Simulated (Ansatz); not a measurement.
# Ni (P6_3/mmc) in Ansatz: further runs

The runs below take Ni through single point, equation of state, with PBEsol.

All numbers are computed with Ansatz 0.2.0; they aren't measurements. Logs are shortened: lines on timing, memory, paths and dates and some standing lists are left out, and cuts for length are marked.

### 1 Starting point

The structure is hexagonal, space group P6_3/mmc (No. 194). Conventional cell: a = 2.448 Å, b = 2.448 Å, c = 4.073 Å, α = 90.00°, β = 90.00°, γ = 120.00°. Ni (site symmetry -6m2) has 12 Ni at 2.45 to 2.48 Å as nearest neighbours.

This isn't the form of Ni at room conditions, which is fcc.

### 2 Single point, PBEsol, collinear spin, ferromagnetic start, 9.93 Å³/atom (volume scaled by 0.94)

The input, input.yaml:

```yaml
crystal:
  lattice:
    - [2.3980492245, 0.0, 0.0]
    - [-1.1990246123, 2.076771548, 0.0]
    - [0.0, 0.0, 3.989665719]
  atoms:
    - { symbol: Ni, position: [0.6666666667, 0.3333333333, 0.75], spin: 1.0 }
    - { symbol: Ni, position: [0.3333333333, 0.6666666667, 0.25], spin: 1.0 }
kpoints:
  mp_grid: { grid: [12, 12, 7] }
scf:
  occupations: { method: fermi_dirac, width: 0.05 }
hamiltonian:
  xc: pbesol
  pseudopotentials: { kind: all_electron, lapw: { basis_error: 0.001 } }
magnetization:
  spin_polarized: true
output:
  forces: true
  stress: true
  eigenvalues: true
```

Potentials or basis: all-electron LAPW, scalar-relativistic.

The run is started by

```bash
$ ansatz run input.yaml --threads 2 --pin off --max-ram 6144MiB --backend cpu --events-out ev --progress --plain --runs-dir out
```

The program printed:

```text
Warning: RAYON_NUM_THREADS=2 ignored (pool sized by the plan → 2); use --threads N
LAPW: plane waves up to 9.426 Å⁻¹, error target 1.0e-3 eV per atom; small_component_spin mean_spin; Ni in spheres of 1.199 Å, 18 of its electrons in bands, Dirac shells [] (how accurate: hamiltonian.pseudopotentials.lapw.basis_error, Limitations)
Engine: ansatz 0.2.0, x86_64-unknown-linux-gnu
Pseudopotentials: kind: all_electron
Pseudopotential: Ni, LAPW, valence charge 18, lapw/all_electron/scalar/gaussian/Ni, Koelling and Harmon's equation, gaussian nucleus
Functional definition: PBEsol
  exchange = pbesol_x
  correlation = pbesol_c
Crystal: 2 atoms, lattice volume = 19.869 Å³
Basis set: ecut = 338.4973052276296 eV, 287 PW (Γ), exchange–correlation at level 2
Bands: 23, of which v1, the nominal top of the filled ones, is band 18 counted from 1 (17 counted from 0)
Symmetry: 24 space group operations
Space group: P63/mmc (ITA 194), of the structure as read, at distance tolerance 2.7e-5 Å
Magnetic group: BNS 194.263 (UNI 1493), of the structure as read, at distance tolerance 2.7e-5 Å
k-points: 76 of 1008
Non-local potential: Ni, projectors of the file, none
Initial density: superposition of atomic densities (chi_scale 0.1, normalization cell)
Starting moments: Σ|m| = 2 μB on 2 of 2 sites
Initial wavefunctions: plane waves of lowest kinetic energy (no species holds an atomic orbital)
Functional: x = pbesol(κ = 0.804, μ = 0.12345679012345678), c = pbesol(β = 0.046)
iter 1 solved again at ethr=2.21e-5 eV; its pass at ethr=1.00e-1 eV (dr2=7.97e-3 eV) is discarded
SCF iter   1: F=—  HF=-82696.145457 eV  |F-HF|=—  |Δ(HF+E_count)|=         —  Δρ=1.83e-2 (↑1.79e-2 ↓1.83e-2)  dr2=7.94e-3  dr2_m=5.70e-2  M=1.332 μB ∫|m|=1.407 μB  β_m=0.30  ethr=2.21e-5  ⟨swp⟩=3.5  Hψ=27480  notcnv=0
Mixer restart at iter 1: flushing history
preconditioner: auto → none  [metal: Δε(μ)=0.002 eV  Ē_g=10.949 eV  σ=0.050 eV  W_gap=0.01  n_scr=2 (ndim 8)  ℏωp=37.3 eV  f_vac=0.000  D(μ)=4.04/eV (n_scr^D=72)  sad-step TF]
SCF iter   2: F=—  HF=-82696.157315 eV  |F-HF|=—  |Δ(HF+E_count)|=   1.19e-2  Δρ=1.38e-2 (↑1.33e-2 ↓1.38e-2)  dr2=5.44e-3  dr2_m=3.19e-2  M=1.300 μB ∫|m|=1.391 μB  β_m=0.65  ethr=2.21e-5  ⟨swp⟩=2.0  Hψ=9843  notcnv=0
SCF iter   3: F=—  HF=-82696.183845 eV  |F-HF|=—  |Δ(HF+E_count)|=   2.65e-2  Δρ=2.42e-3 (↑1.49e-3 ↓2.42e-3)  dr2=1.06e-3  dr2_m=1.27e-4  M=1.249 μB ∫|m|=1.390 μB  β_m=0.46  ethr=1.51e-5  ⟨swp⟩=3.0  Hψ=11593  notcnv=0
iter 4 solved again at ethr=2.13e-7 eV; its pass at ethr=2.95e-6 eV (dr2=7.68e-5 eV) is discarded
SCF iter   4: F=—  HF=-82696.168904 eV  |F-HF|=—  |Δ(HF+E_count)|=   1.49e-2  Δρ=4.64e-4 (↑3.75e-4 ↓4.64e-4)  dr2=7.68e-5  dr2_m=9.41e-6  M=1.235 μB ∫|m|=1.377 μB  β_m=0.68  ethr=2.13e-7  ⟨swp⟩=2.0  Hψ=18215  notcnv=0
SCF iter   5: F=—  HF=-82696.168887 eV  |F-HF|=—  |Δ(HF+E_count)|=   1.69e-5  Δρ=1.72e-4 (↑1.20e-4 ↓1.72e-4)  dr2=6.77e-6  dr2_m=1.61e-6  M=1.237 μB ∫|m|=1.381 μB  β_m=0.84  ethr=2.13e-7  ⟨swp⟩=2.0  Hψ=9843  notcnv=0
SCF iter   6: F=—  HF=-82696.168908 eV  |F-HF|=—  |Δ(HF+E_count)|=   2.13e-5  Δρ=2.88e-5 (↑2.07e-5 ↓2.88e-5)  dr2=1.33e-8  dr2_m=1.07e-7  M=1.238 μB ∫|m|=1.383 μB  β_m=0.92  ethr=1.88e-8  ⟨swp⟩=2.7  Hψ=10124  notcnv=0
SCF iter   7: F=—  HF=-82696.168910 eV  |F-HF|=—  |Δ(HF+E_count)|=   1.54e-6  Δρ=2.52e-6 (↑2.52e-6 ↓1.67e-6)  dr2=8.11e-10  dr2_m=4.20e-10  M=1.238 μB ∫|m|=1.384 μB  β_m=0.95  ethr=3.70e-11  ⟨swp⟩=3.5  Hψ=11571  notcnv=0
SCF iter   8: F=-82696.168910 eV  HF=-82696.168910 eV  |F-HF|=4.37e-11  |Δ(HF+E_count)|=   3.29e-9  Δρ=4.79e-7 (↑3.18e-7 ↓4.79e-7)  dr2=8.56e-11  dr2_m=5.88e-12  M=1.238 μB ∫|m|=1.384 μB  ethr=2.25e-12  ⟨swp⟩=3.0  Hψ=10674  notcnv=0
SCF 1 converged in 8 iterations: F = -82696.168910 eV  dr2 = 8.56e-11
SCF converged after 8 iterations
Magnetization: 1.2383 μB (18.6192 up, 17.3808 down)
Absolute magnetization: 1.3844 μB (∫|ρ↑−ρ↓|)
Spin contamination: 0.0103 ħ² per cell (⟨S²⟩ above its minimum at these occupations)
Per-site moments (μB) at R_I (Å): [(0.6411097358420808, 1.1990245943997144), (0.6411097358420808, 1.1990245943997144)]
Free energy (F): -82696.168910 eV
Harris-Foulkes:  -82696.168910 eV  (|F-HF|=4.37e-11)
Internal energy: -82696.135670 eV  (E = F + TS)
E sigma→0 (E₀):  -82696.152290 eV
Entropy (-TS):   -0.033240 eV (-16.620 meV/atom)
Fermi energy:    20.321685 eV
--- Per-component energies (eV) ---
  E_band       = -496.417564
  E_kinetic    = 84015.817681
  E_xc         = -3392.118943
  E_electrostatic = -163319.834409  (all electrons and nuclei)
  E_smearing   = -0.033240  (= −TS)
  E_closure    = 0.000000  (closes the sum)
  E_atoms      = -82680.690889  (free atoms, spherical and without spin; not in F)
  Σ components = -82696.168910   (vs F -82696.168910, Δ=0.00e0)
  Basis errors (estimates in eV, not in F): energy 2.6e-4 per atom: plane waves 2.1e-4 (1.1e-4 summed), levels above the bands 6.5e-89, relativity 1.4e-8, radial functions 4.4e-5, core shells 6.3e-10; eigenvalues (radial functions only) 7.0e-7; not estimated: angular momenta, meshes, grids; target (lapw.basis_error) 1.0e-3; muffin-tin radii Ni 1.199 Å
--- Forces (eV/Å), atoms counted from 1 ---
  atom   1  Ni     0.00000000    -0.00000000     0.00000000
  atom   2  Ni    -0.00000000     0.00000000     0.00000000
  max |Σ_I F_I| component: 1.39e-17 eV/Å
--- Stress (GPa, compression-positive) ---
       13.772617       0.000000       0.000000
        0.000000      13.772617       0.000000
        0.000000       0.000000       9.038318
  P = ⅓ Tr σ = 12.1945 GPa (121.945 kbar)
--- Band table (eV; the first three rows and the last of 152) ---
  k-point 0 ↑: bands = ["-83.2046", "-83.1571", "-43.8256", "-43.6080", "-43.6080", "-43.5689", "-43.5689", "-43.5325", "10.4791", "14.8404", "17.5350", "17.7108", "17.7108", "18.0075", "18.0075", "18.5708", "18.5708", "19.4805", "19.6098", "19.6098", "26.2959", "43.6312", "46.0133"]
  k-point 1 ↑: bands = ["-83.2022", "-83.1594", "-43.8113", "-43.6060", "-43.6060", "-43.5708", "-43.5708", "-43.5471", "10.6871", "14.7409", "17.4841", "17.6778", "17.6778", "17.9615", "17.9615", "18.6721", "18.6721", "18.7985", "19.5926", "19.5926", "27.4505", "43.4020", "44.2984"]
  k-point 2 ↑: bands = ["-83.1956", "-83.1660", "-43.7710", "-43.6006", "-43.6006", "-43.5882", "-43.5763", "-43.5763", "11.2942", "14.2986", "17.3544", "17.6359", "17.6359", "17.7424", "17.8500", "17.8500", "18.9046", "18.9046", "19.5250", "19.5250", "30.0528", "40.4426", "43.8641"]
  k-point 75 ↓: bands = ["-82.3264", "-82.3264", "-43.0147", "-43.0147", "-42.9787", "-42.9597", "-42.8203", "-42.8203", "16.8448", "16.9041", "16.9041", "16.9424", "17.7343", "17.7343", "18.9927", "19.2338", "20.3762", "20.3762", "26.3939", "26.3939", "27.4435", "28.7631", "30.5127"]
```

Wall time 31 s (2 threads of AMD EPYC 7R43 (Zen 3), shared host); peak memory 0.52 GiB.

What came out:

```
Free energy            : -82696.1689 eV
Pressure               : 12.2 GPa
Band gap on the k mesh : none (metal or under the smearing width)
Net moment             : 1.24 μB per cell
Absolute moment        : 1.38 μB per cell
Site moments           : Ni +0.64 μB
```

### 3 Single point, PBEsol, collinear spin, ferromagnetic start, 10.15 Å³/atom (volume scaled by 0.96)

Changes to input.yaml since step 2:

```diff
@@ -2,5 +2,5 @@
   lattice:
-    - [2.3980492245, 0.0, 0.0]
-    - [-1.1990246123, 2.076771548, 0.0]
-    - [0.0, 0.0, 3.989665719]
+    - [2.4149374515, 0.0, 0.0]
+    - [-1.2074687258, 2.0913971816, 0.0]
+    - [0.0, 0.0, 4.0177628822]
   atoms:
```

Potentials or basis: all-electron LAPW, scalar-relativistic.

The run is started by

```bash
$ ansatz run input.yaml --threads 2 --pin off --max-ram 6144MiB --backend cpu --events-out ev --progress --plain --runs-dir out
```

Wall time 34 s (2 threads of AMD EPYC 7R43 (Zen 3), shared host); peak memory 0.54 GiB.

Results (log left out):

```yaml
Free_energy: -82696.1934 eV
Pressure: 6.5 GPa
Band_gap_on_the_k_mesh: none (metal or under the smearing width)
Net_moment: 1.26 μB per cell
Absolute_moment: 1.41 μB per cell
Site_moments: Ni +0.65 μB
```

### 4 Single point, PBEsol, collinear spin, ferromagnetic start, 10.36 Å³/atom (volume scaled by 0.98)

Changes to input.yaml since step 3:

```diff
@@ -2,5 +2,5 @@
   lattice:
-    - [2.4149374515, 0.0, 0.0]
-    - [-1.2074687258, 2.0913971816, 0.0]
-    - [0.0, 0.0, 4.0177628822]
+    - [2.4315927189, 0.0, 0.0]
+    - [-1.2157963594, 2.1058210663, 0.0]
+    - [0.0, 0.0, 4.0454724674]
   atoms:
```

The run is started by

```bash
$ ansatz run input.yaml --threads 2 --pin off --max-ram 6144MiB --backend cpu --events-out ev --progress --plain --runs-dir out
```

It took 26 s on 2 threads of AMD EPYC 7R43 (Zen 3), shared host; peak memory 0.55 GiB.

It converged, with:

```
Free energy            : -82696.2038 eV
Pressure               : 1.5 GPa
Band gap on the k mesh : none (metal or under the smearing width)
Net moment             : 1.28 μB per cell
Absolute moment        : 1.44 μB per cell
Site moments           : Ni +0.67 μB
```

### 5 Single point, PBEsol, collinear spin, ferromagnetic start, 10.57 Å³/atom

Changes to input.yaml since step 4:

```diff
@@ -2,5 +2,5 @@
   lattice:
-    - [2.4315927189, 0.0, 0.0]
-    - [-1.2157963594, 2.1058210663, 0.0]
-    - [0.0, 0.0, 4.0454724674]
+    - [2.4480228978, 0.0, 0.0]
+    - [-1.2240114489, 2.1200500186, 0.0]
+    - [0.0, 0.0, 4.07280757]
   atoms:
```

The run is started by

```bash
$ ansatz run input.yaml --threads 2 --pin off --max-ram 6144MiB --backend cpu --events-out ev --progress --plain --runs-dir out
```

It took 43 s on 2 threads of AMD EPYC 7R43 (Zen 3), shared host; peak memory 0.55 GiB.

The run converged. Its results:

```yaml
Free_energy: -82696.2016 eV
Pressure: -3.0 GPa
Band_gap_on_the_k_mesh: none (metal or under the smearing width)
Net_moment: 1.30 μB per cell
Absolute_moment: 1.46 μB per cell
Site_moments: Ni +0.68 μB
```

### 6 Single point, PBEsol, collinear spin, ferromagnetic start, 10.78 Å³/atom (volume scaled by 1.02)

Changes to input.yaml since step 5:

```diff
@@ -2,5 +2,5 @@
   lattice:
-    - [2.4480228978, 0.0, 0.0]
-    - [-1.2240114489, 2.1200500186, 0.0]
-    - [0.0, 0.0, 4.07280757]
+    - [2.4642354424, 0.0, 0.0]
+    - [-1.2321177212, 2.1340904941, 0.0]
+    - [0.0, 0.0, 4.0997805916]
   atoms:
```

Potentials or basis: all-electron LAPW, scalar-relativistic.

The run is started by

```bash
$ ansatz run input.yaml --threads 2 --pin off --max-ram 6144MiB --backend cpu --events-out ev --progress --plain --runs-dir out
```

It took 39 s on 2 threads of AMD EPYC 7R43 (Zen 3), shared host; peak memory 0.54 GiB.

It converged, with:

```yaml
Free_energy: -82696.1882 eV
Pressure: -7.0 GPa
Band_gap_on_the_k_mesh: none (metal or under the smearing width)
Net_moment: 1.32 μB per cell
Absolute_moment: 1.49 μB per cell
Site_moments: Ni +0.69 μB
```

### 7 Single point, PBEsol, collinear spin, ferromagnetic start, 10.99 Å³/atom (volume scaled by 1.04)

Changes to input.yaml since step 6:

```diff
@@ -2,5 +2,5 @@
   lattice:
-    - [2.4642354424, 0.0, 0.0]
-    - [-1.2321177212, 2.1340904941, 0.0]
-    - [0.0, 0.0, 4.0997805916]
+    - [2.4802374197, 0.0, 0.0]
+    - [-1.2401187098, 2.1479486129, 0.0]
+    - [0.0, 0.0, 4.1264032895]
   atoms:
```

The run is started by

```bash
$ ansatz run input.yaml --threads 2 --pin off --max-ram 6144MiB --backend cpu --events-out ev --progress --plain --runs-dir out
```

Run time: 41 s. Hardware: 2 threads of AMD EPYC 7R43 (Zen 3), shared host; peak memory 0.55 GiB.

It converged, with:

```yaml
Free_energy: -82696.1648 eV
Pressure: -10.6 GPa
Band_gap_on_the_k_mesh: none (metal or under the smearing width)
Net_moment: 1.34 μB per cell
Absolute_moment: 1.51 μB per cell
Site_moments: Ni +0.69 μB
```

### 8 Single point, PBEsol, collinear spin, ferromagnetic start, 11.20 Å³/atom (volume scaled by 1.06)

Changes to input.yaml since step 7:

```diff
@@ -2,5 +2,5 @@
   lattice:
-    - [2.4802374197, 0.0, 0.0]
-    - [-1.2401187098, 2.1479486129, 0.0]
-    - [0.0, 0.0, 4.1264032895]
+    - [2.4960355362, 0.0, 0.0]
+    - [-1.2480177681, 2.1616301831, 0.0]
+    - [0.0, 0.0, 4.1526868216]
   atoms:
```

The run is started by

```bash
$ ansatz run input.yaml --threads 2 --pin off --max-ram 6144MiB --backend cpu --events-out ev --progress --plain --runs-dir out
```

It took 37 s on 2 threads of AMD EPYC 7R43 (Zen 3), shared host; peak memory 0.54 GiB.

Results (log left out):

```
Free energy            : -82696.1327 eV
Pressure               : -13.7 GPa
Band gap on the k mesh : none (metal or under the smearing width)
Net moment             : 1.35 μB per cell
Absolute moment        : 1.52 μB per cell
Site moments           : Ni +0.70 μB
```

### 9 Equation of state, PBEsol, collinear spin, ferromagnetic start

Potentials or basis: all-electron LAPW, scalar-relativistic.

This step only gathers the single runs of the series.

Results:

```
Equilibrium volume                        : 10.42 Å³/atom
Bulk modulus at fixed shape and positions : 226 GPa
Pressure derivative of the bulk modulus   : 4.8
```

Energy against volume, from the lowest point:
```
volume (Å³/atom)  energy (meV/atom)
           9.935              17.44
          10.146               5.18
          10.357               0.00
          10.569               1.11
          10.780               7.81
          10.992              19.48
          11.203              35.57
```

Caveat: the cell was scaled at fixed shape and fractional positions, which overstates the stiffness of a crystal with free parameters, most of all of layers and chains.
